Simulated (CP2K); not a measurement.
Crystal: AlN.

```
CELL_PARAMETERS angstrom
3.08863 0.00000 0.00000
1.54432 2.67483 0.00000
1.54432 0.89161 2.52186
ATOMIC_POSITIONS crystal
Al 0.00000 0.00000 0.00000
N 0.25000 0.25000 0.25000
```

Measurements of this composition are mostly on another form, of space group No. 186.

Base run:

- Program: CP2K 2026.2
- Functional: PBE
- Potentials or basis: POTENTIAL_UZH Al GTH-PBE-q3, N GTH-PBE-q5; TZVP-MOLOPT-PBE-GTH basis
- Density cutoff: 9184 eV
- k mesh: 10 × 10 × 10
- Occupations: fermi-dirac, width 0.05 eV
- Spin: no spin polarisation

Its results: band gap on the k mesh 3.32 eV, indirect (least direct gap 4.22 eV); pressure 3.8 GPa.

Q: The run is repeated on the same cell with these changes: functional from PBE to vdW-DF-cx. What comes out?

A: Band gap on the k mesh 3.31 eV, indirect (least direct gap 4.22 eV); pressure 2.8 GPa.

Caveats: the basis of atomic orbitals isn't converged, which shifts pressures, moduli and gaps; the potentials were made for another functional, which shifts forces and pressure (some runs).

Not every run made on this cell is shown here.
